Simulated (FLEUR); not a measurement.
C under changes of volume

One of the cells (5.672 Å³/atom); the others are scaled copies at fixed shape and fractional positions:

```
CELL_PARAMETERS angstrom
2.52210 0.00000 0.00000
-1.26105 2.18420 0.00000
0.00000 0.00000 8.23710
ATOMIC_POSITIONS crystal
C 0.66667 0.33333 0.84375
C 0.33333 0.66667 0.34375
C 0.66667 0.33333 0.65625
C 0.33333 0.66667 0.15625
C 0.00000 0.00000 0.90625
C 0.00000 0.00000 0.40625
C 0.00000 0.00000 0.59375
C 0.00000 0.00000 0.09375
```

This is a hexagonal form of diamond, not graphite.

| Property | Result |
| --- | --- |
| Program | FLEUR MaX-R8.1 (later development tree) |
| Functional | LDA (Wigner correlation) |
| Potentials or basis | all-electron |
| Basis | FLAPW |
| Kmax | 5.5 1/bohr |
| k mesh | 12 × 12 × 4 |
| Occupations | fermi-dirac, width 0.05 eV |
| Spin | no spin polarisation |

```csv
volume (Å³/atom),energy over the lowest point (meV/atom),gap on the mesh (eV)
5.332,?,?
5.445,14.49,4.40
5.672,0.00,4.29
5.899,10.58,4.19
6.012,23.93,4.15
```

Task: What does the run at 5.332 Å³/atom give?

Result: Energy over the lowest point 32.70 meV/atom; gap on the mesh 4.45 eV.

Worked out: A Birch-Murnaghan fit of order 2 (a polynomial in V^(-2/3)) to the other rows has its minimum at 5.68 Å³/atom with B0 = V·E''(V) = 440 GPa at fixed shape and positions, which overstates the stiffness. It gives 32.83 meV/atom at 5.332 Å³/atom, against the run's 32.70. A straight line through the other rows of the gap, of slope -2.54 eV per unit of ln V, extrapolates to 4.45 eV, against the run's 4.45.

Energies are extrapolated to zero smearing.

A mesh can miss the band edges.
